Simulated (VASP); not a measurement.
Input of a VASP 6.6.1 run:

The input INCAR:

```
SYSTEM = B
ALGO = Normal
EDIFF = 1E-7
EDIFFG = -0.005
ENCUT = 600
GGA = PE
IBRION = 2
ISIF = 3
ISMEAR = 0
IVDW = 12
KPAR = 4
LASPH = .TRUE.
LCHARG = .FALSE.
LREAL = .FALSE.
LWAVE = .FALSE.
NELM = 80
NSW = 90
PREC = Accurate
SIGMA = 0.03
```

Contents of KPOINTS:

```
k-points
0
G
  9 9 8
  0 0 0
```

The input POSCAR:

```
B                                       
1.0
    2.4305902806      1.4033019528      4.1541910049
   -2.4305902806      1.4033019528      4.1541910049
    0.0000000000     -2.8066039056      4.1541910049
  B             
    12
Direct
     0.0106305144477313    0.6535040327100458    0.0106305144477311
     0.0106305144477311    0.0106305144477311    0.6535040327100460
     0.6535040327100458    0.0106305144477313    0.0106305144477311
     0.9893694855522687    0.3464959672899541    0.9893694855522689
     0.3464959672899541    0.9893694855522687    0.9893694855522689
     0.9893694855522689    0.9893694855522689    0.3464959672899540
     0.2219678657742754    0.6293339848496281    0.2219678657742752
     0.2219678657742752    0.2219678657742752    0.6293339848496283
     0.6293339848496281    0.2219678657742754    0.2219678657742752
     0.7780321342257247    0.3706660151503719    0.7780321342257248
     0.3706660151503719    0.7780321342257247    0.7780321342257248
     0.7780321342257248    0.7780321342257248    0.3706660151503718
```

Potentials or basis: VASP PAW PBE potentials, release 64 (B).

The run is started by

```sh
$ cat potpaw_PBE.64/B/POTCAR > POTCAR
$ mpirun -np 4 vasp_std > vasp.out
```

Q: Predict the band gap on the k mesh.

A: 1.50 eV, indirect (least direct gap 1.72 eV).

Q: What does it give for the dispersion energy per atom?

A: -0.210 eV.

Forces on the atoms (eV/Å):
```
B   -0.001  0.001 -0.001
B    0.000 -0.002 -0.001
B    0.001  0.001 -0.001
B    0.001 -0.001  0.001
B   -0.001 -0.001  0.001
B    0.000  0.002  0.001
B    0.000  0.000 -0.002
B    0.000  0.000 -0.002
B    0.000  0.000 -0.002
B    0.000  0.000  0.002
B    0.000  0.000  0.002
B    0.000  0.000  0.002
```

Caveat: the relaxation stopped at its first step, so nothing moved; an odd mesh through Γ misses points on the zone boundary, where band edges often lie. PBE gaps usually lie below the measured ones, often by a third to a half.
